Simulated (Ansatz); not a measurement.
# ZrC (Fm-3m) in Ansatz: further runs

Runs on ZrC. Level: PBE. Tasks: single point.

Program: Ansatz 0.2.0. These are calculated values, not measurements. Logs are shortened: lines on timing, memory, paths and dates and some standing lists are left out, and cuts for length are marked.

**1. Starting point**

The structure is cubic, space group Fm-3m (No. 225). The conventional cell has a = 4.730 Å, b = 4.730 Å, c = 4.730 Å, α = 90.00°, β = 90.00°, γ = 90.00°. Zr (site symmetry m-3m) has 6 C at 2.37 Å as nearest neighbours. Around C (site symmetry m-3m) lie 6 Zr at 2.37 Å.

**2. Single point, PBE**

File input.yaml:

```yaml
crystal:
  lattice:
    - [0.0, 2.365, 2.365]
    - [2.365, 0.0, 2.365]
    - [2.365, 2.365, 0.0]
  atoms:
    - { symbol: Zr, position: [0.5, 0.5, 0.5] }
    - { symbol: C, position: [0.0, 0.0, 0.0] }
hamiltonian:
  xc: pbe
  pseudopotentials: { kind: paw }
kpoints:
  mp_grid: { grid: [10, 10, 10] }
scf:
  occupations: { method: gaussian, width: 0.021 }
output:
  forces: true
  stress: true
  eigenvalues: true
```

Potentials or basis: Ansatz PAW.

Run with:

```sh
$ ansatz run input.yaml --threads 2 --pin off --max-ram 5632MiB --backend cpu --events-out ev --progress --plain --runs-dir out
```

What it wrote:

```text
Warning: RAYON_NUM_THREADS=2 ignored (pool sized by the plan → 2); use --threads N
Engine: ansatz 0.2.0, aarch64-unknown-linux-gnu
Pseudopotentials: kind: paw
Pseudopotential: Zr, paw, valence charge 12, recommended cutoff 420 eV (normal), Zr.paw.azcp
Pseudopotential: C, paw, valence charge 4, recommended cutoff 420 eV (normal), C.paw.azcp
Functional definition: PBE
  parameter kappa = 0.804
  parameter beta = 0.06672455060314922
  exchange = pbe_x(kappa = kappa, mu = beta*pi^2/3)
  correlation = pbe_c(beta = beta)
Crystal: 2 atoms, lattice volume = 26.456 Å³
Basis set: ecut = 420 eV, 531 PW (Γ), exchange–correlation on 48×48×48 points (8 copies of the dense FFT grid, shifted against one another)
Bands: 12, of which v1, the nominal top of the filled ones, is band 8 counted from 1 (7 counted from 0)
Symmetry: 48 space group operations
Space group: Fm-3m (ITA 225), of the structure as read, at distance tolerance 3.0e-5 Å
k-points: 47 of 1000
Non-local potential: Zr, projectors of the file, l = 0: 3, l = 1: 2, l = 2: 2, l = 3: 2
Non-local potential: C, projectors of the file, l = 0: 2, l = 1: 2, l = 2: 1
PAW form: soft (Blöchl's): semilocal exchange-correlation on the pseudo side does not see the compensation charge
PAW one-centre angular grid: Zr, 590 points (default); XC on 64 Gauss nodes
PAW one-centre angular grid: C, 110 points (default); XC on 64 Gauss nodes
Initial density: superposition of atomic densities (neutral atoms: chi_scale 0, normalization atom), corrected by the library's trained network
Initial wavefunctions: pseudopotential atomic-orbital guess
Functional: x = pbe(κ = 0.804, μ = 0.2195149727645171), c = pbe(β = 0.06672455060314922)
SCF iter   1: F=—  HF=-4436.490949 eV  |F-HF|=—  |Δ(HF+E_count)|=         —  Δρ=1.58e-3  dr2=6.68e-4  ethr=1.77e-3  ⟨swp⟩=5.4  Hψ=2867  notcnv=0
preconditioner: auto → none  [insulator: Δε(μ)=0.099 eV  Ē_g=17.920 eV  σ=0.021 eV  W_gap=1.00  n_scr=8 (ndim 8)  ℏωp=27.0 eV  f_vac=0.000  D(μ)=0.00/eV (n_scr^D=0)  ε∞_Penn≈3.3]
SCF iter   2: F=—  HF=-4436.490479 eV  |F-HF|=—  |Δ(HF+E_count)|=   4.70e-4  Δρ=5.79e-4  dr2=4.95e-5  ethr=4.17e-6  ⟨swp⟩=2.4  Hψ=1236  notcnv=0
SCF iter   3: F=—  HF=-4436.490488 eV  |F-HF|=—  |Δ(HF+E_count)|=   9.67e-6  Δρ=1.51e-4  dr2=1.73e-6  ethr=3.09e-7  ⟨swp⟩=2.1  Hψ=788  notcnv=0
iter 4 did not close the SCF: its close was put off for the readings that it lacked (scf_convergence_deferred on its scf_iter line)
SCF iter   4: F=-4436.490490 eV  HF=-4436.490490 eV  |F-HF|=6.01e-8  |Δ(HF+E_count)|=   1.59e-6  Δρ=3.04e-5  dr2=7.04e-8  ethr=1.08e-8  ⟨swp⟩=2.4  Hψ=929  notcnv=0
iter 5 did not close the SCF: its close was put off for the readings that it lacked (scf_convergence_deferred on its scf_iter line)
SCF iter   5: F=-4436.490490 eV  HF=-4436.490490 eV  |F-HF|=1.40e-9  |Δ(HF+E_count)|=   7.20e-8  Δρ=5.24e-6  dr2=4.23e-9  ethr=4.40e-10  ⟨swp⟩=2.9  Hψ=962  notcnv=0
SCF iter   6: F=-4436.490490 eV  HF=-4436.490490 eV  |F-HF|=9.09e-13  |Δ(HF+E_count)|=  1.96e-10  Δρ=3.28e-7  dr2=1.10e-11  ethr=2.64e-11  ⟨swp⟩=2.0  Hψ=1778  notcnv=0
SCF 1 converged in 6 iterations: F = -4436.490490 eV  dr2 = 1.10e-11
SCF converged after 6 iterations
Free energy (F): -4436.490490 eV
Harris-Foulkes:  -4436.490490 eV  (|F-HF|=9.09e-13)
Internal energy: -4436.490489 eV  (E = F + TS)
E sigma→0 (E₀):  -4436.490490 eV
Entropy (-TS):   -0.000001 eV (-0.000 meV/atom)
Fermi energy:    14.541122 eV
--- Per-component energies (eV) ---
  E_band       = -54.043055
  E_kinetic    = 421.276473
  E_local      = -604.444995  (includes V_loc(G=0)·N_el)
  E_nonlocal   = 104.313950
  E_hartree    = 181.197289
  E_xc         = -211.039622
  E_vxc        = -252.250151  (∫ρ·V_xc dr)
  E_paw        = -3051.929795  (= ΣΔE_a)
  E_vpaw       = -85.332996  (= ΣTr[D̂ρ^β])
  E_aug_tail   = 0.000038  (compensation charges beyond the density's cutoff)
  E_ewald      = -1275.863827
  E_smearing   = -0.000001  (= −TS)
  E_closure    = 0.000000  (closes the sum)
  Σ components = -4436.490490   (vs F -4436.490490, Δ=0.00e0)
--- Forces (eV/Å), atoms counted from 1 ---
  atom   1  Zr     0.00000000    -0.00000000    -0.00000000
  atom   2  C     -0.00000000     0.00000000    -0.00000000
  max |Σ_I F_I| component: 2.45e-29 eV/Å
--- Stress (GPa, compression-positive) ---
       -2.958625      -0.000000      -0.000000
       -0.000000      -2.958625      -0.000000
       -0.000000      -0.000000      -2.958625
  P = ⅓ Tr σ = -2.9586 GPa (-29.586 kbar)
--- Band table (eV; the first three rows and the last of 47) ---
  k-point 0: bands = ["-33.6201", "-11.3443", "-11.3443", "-11.3443", "3.3091", "15.4803", "15.4803", "15.4803", "15.6388", "15.6388", "15.6388", "17.3089"]
  k-point 1: bands = ["-33.6113", "-11.4258", "-11.3515", "-11.3515", "3.5276", "14.1950", "14.4878", "14.4878", "16.0022", "16.0022", "16.4307", "18.3947"]
  k-point 2: bands = ["-33.5882", "-11.6331", "-11.3702", "-11.3702", "4.1296", "12.6194", "13.3195", "13.3195", "16.6380", "16.6380", "16.9878", "20.2313"]
  k-point 46: bands = ["-33.4961", "-11.8867", "-11.7574", "-11.6284", "5.0724", "12.1619", "12.2436", "12.2544", "16.9286", "18.5868", "20.0869", "21.0022"]
```

It took 0.53 s on 2 threads of Arm Neoverse V2, shared host; peak memory 0.28 GiB.

Results:

```yaml
Free_energy: -4436.4905 eV
Pressure: -3.0 GPa
```

**3. Single point, PBE**

input.yaml: that of step 2 with these lines changed.

```diff
@@ -14,3 +14,3 @@
 scf:
-  occupations: { method: gaussian, width: 0.021 }
+  occupations: { method: gaussian, width: 0.022 }
 output:
```

Potentials or basis: Ansatz PAW.

Run with:

```sh
$ ansatz run input.yaml --threads 2 --pin off --max-ram 5632MiB --backend cpu --events-out ev --progress --plain --runs-dir out
```

Run time: 0.53 s. Hardware: 2 threads of Arm Neoverse V2, shared host; peak memory 0.28 GiB.

Results (log left out):

| Property | Result |
| --- | --- |
| Free energy | -4436.4905 eV |
| Pressure | -3.0 GPa |

Levels at points of the mesh, in eV from the Fermi level:
```csv
k point,band 5,band 6,band 7,band 8,band 9,band 10,band 11,band 12
"(0.00, 0.00, 0.00)",-11.23,0.94,0.94,0.94,1.10,1.10,1.10,2.77
"(0.00, 0.00, -0.50)",-8.25,-5.21,-2.86,-2.86,4.41,4.41,5.22,6.46
"(0.00, -0.50, -0.50)",-10.06,-2.08,-1.69,0.05,0.05,4.36,5.54,5.54
```
